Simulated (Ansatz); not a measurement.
**Electric field gradients in BaTiO3**

```
Ba Ti O
1.0
     3.99980    0.00000    0.00000
     0.00000    3.99980    0.00000
     0.00000    0.00000    4.01800
Ba Ti O
1 1 3
Direct
  0.00000 0.00000 0.00000
  0.50000 0.50000 0.50000
  0.50000 0.50000 0.00000
  0.50000 0.00000 0.50000
  0.00000 0.50000 0.50000
```

Atom numbers follow the list: Ba1, Ti2, O3, O4, O5.

The cell is COD entry 2100860, as deposited and not checked against the literature; nothing was relaxed.

Methods: DFT, PBE, all-electron PAW with datasets made for the crystal, scalar-relativistic (Ansatz 0.2.0); DFT, PBE, PAW with Ansatz's default frozen-core files, scalar-relativistic (Ansatz 0.2.0).

For the crystal-made all-electron datasets (AE datasets): a Γ-centred 7×7×7 k mesh, Fermi–Dirac smearing of 0.03 eV, cutoff 540 eV (chosen by the program for this cell), no spin polarisation. PAW takes a cutoff of 420 eV at this cell. The Ansatz runs share mesh, smearing and spin set-up.

No spin–orbit coupling: at heavy atoms the gradients can be off by tens of per cent for that reason.

Vzz is the principal value of largest size of the traceless field-gradient tensor, in 10²¹ V/m², and η = (Vxx − Vyy)/Vzz with |Vzz| ≥ |Vyy| ≥ |Vxx|.

Give the field gradient at each independent site.


```
site  site symmetry  Vzz (η), AE datasets     Vzz (η), PAW
 Ba1          4/mmm       0.07 (η = 0.00)  0.06 (η = 0.00)
 Ti2          4/mmm       0.40 (η = 0.00)  0.41 (η = 0.00)
  O3          4/mmm       2.64 (η = 0.00)  2.72 (η = 0.00)
  O4           mmm.       2.43 (η = 0.06)  2.53 (η = 0.06)
```

Taking Q(O-17) = -0.0256 b, what quadrupole coupling constant follows at O3 from AE datasets?

Cq = eQVzz/h = 24.180 MHz × -0.0256 × (2.64) = -1.63 MHz.

By the crystal-made datasets, how do the electrostatic potential and the contact density differ between O3 and O4?

At O4 the potential is +0.01 V and the contact density +0.01 e/Å³ against O3.
